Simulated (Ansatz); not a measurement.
## Pr: single point with PBE

Pr:

```
Pr
1.0
    -2.09737    2.09737    2.09737
     2.09737   -2.09737    2.09737
     2.09737    2.09737   -2.09737
Pr
1
Cartesian
  0.0000 0.0000 0.0000
```

This isn't the form of Pr at room conditions, which is double hcp.

| Item | Value |
| --- | --- |
| Program | Ansatz 0.2.0 |
| Task | single point |
| Functional | PBE |
| Potentials or basis | Ansatz PAW |
| Cutoff | 420 eV (not typed: the program's choice for these potentials) |
| k mesh | 9 × 9 × 9 |
| Occupations | fermi-dirac, width 0.05 eV |
| Spin | collinear spin, ferromagnetic start |
| Starting moments | [3.5] μB |

```yaml
Pressure: -1.7 GPa
Band_gap_on_the_k_mesh: none (metal or under the smearing width)
Net_moment: 2.79 μB per cell
Absolute_moment: 2.79 μB per cell
Site_moments: Pr +2.52 μB
```

Levels at points of the mesh, in eV from the Fermi level:
Spin up:
```csv
k point,band 6,band 7,band 8,band 9,band 10,band 11
"(0.00, 0.00, 0.00)",-0.40,-0.40,-0.40,0.65,0.65,0.65
```
Spin down:
| k point | band 1 | band 2 | band 3 | band 4 | band 5 | band 6 | band 7 | band 8 | band 9 | band 10 |
| --- | --- | --- | --- | --- | --- | --- | --- | --- | --- | --- |
| (0.00, 0.00, 0.00) | -35.04 | -16.69 | -16.69 | -16.69 | -3.23 | 1.67 | 1.67 | 1.67 | 1.68 | 1.68 |

Run time: 6.1 s on 2 threads of Arm Neoverse V1, with other jobs on the host, peak memory 0.33 GiB.

Caveat: the magnetic or orbital state may not be the lowest; spin-orbit coupling is left out, which moves the levels of the heavy elements. The state reached can hang on the start; a lower one may exist.
